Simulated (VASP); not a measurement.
Crystal: ZnGeP2.

```
CELL_PARAMETERS angstrom
-2.73000 2.73000 5.38000
2.73000 -2.73000 5.38000
2.73000 2.73000 -5.38000
ATOMIC_POSITIONS crystal
Zn 0.00000 0.00000 0.00000
Zn 0.75000 0.25000 0.50000
Ge 0.50000 0.50000 0.00000
Ge 0.25000 0.75000 0.50000
P 0.37500 0.38900 0.51400
P 0.61100 0.12500 0.98600
P 0.87500 0.86100 0.48600
P 0.13900 0.62500 0.01400
```

| Property | Result |
| --- | --- |
| Program | VASP 6.6.1 |
| Task | relaxation of cell and atoms |
| Functional | PBE |
| Dispersion | D3(BJ) |
| Potentials or basis | VASP PAW PBE potentials, release 64 (Zn, Ge_d, P) |
| Cutoff | 600 eV |
| k mesh | 8 × 8 × 8 |
| Occupations | gaussian, width 0.03 eV |
| Spin | no spin polarisation |

At the start: pressure -0.6 GPa; volume 20.05 Å³/atom.

Q: How do energy, volume and symmetry change on relaxing?

A: Over 9 steps the energy falls by 11.0 meV/atom and the volume is 19.76 Å³/atom (-1.4 %); space group I-42d (No. 122, to 0.05 Å).

Step by step:
| step | energy change (eV) | largest force (eV/Å) | pressure (GPa) | volume (Å³) |
| --- | --- | --- | --- | --- |
| 1 | 0.0000 | 0.6796 | -0.65 | 160.39 |
| 2 | -0.0701 | 0.3193 | -0.07 | 158.51 |
| 3 | -0.0852 | 0.0255 | 0.49 | 157.06 |
| 4 | -0.0853 | 0.0450 | 0.50 | 157.16 |
| 5 | -0.0868 | 0.0234 | -0.28 | 158.64 |
| 6 | -0.0873 | 0.0009 | -0.05 | 158.15 |
| 7 | -0.0873 | 0.0002 | 0.01 | 158.13 |
| 8 | -0.0876 | 0.0040 | -0.01 | 158.12 |
| 9 | -0.0877 | 0.0074 | -0.01 | 158.11 |

Final structure:
```yaml
crystal:
  lattice:
    - [-2.71765, 2.71765, 5.35202]
    - [2.71765, -2.71765, 5.35202]
    - [2.71765, 2.71765, -5.35202]
  atoms:
    - { symbol: Zn, position: [0.00000, 0.00000, 0.00000] }
    - { symbol: Zn, position: [0.75000, 0.25000, 0.50000] }
    - { symbol: Ge, position: [0.50000, 0.50000, 0.00000] }
    - { symbol: Ge, position: [0.25000, 0.75000, 0.50000] }
    - { symbol: P, position: [0.37500, 0.37809, 0.50309] }
    - { symbol: P, position: [0.62191, 0.12500, 0.99691] }
    - { symbol: P, position: [0.87500, 0.87191, 0.49691] }
    - { symbol: P, position: [0.12809, 0.62500, 0.00309] }
```
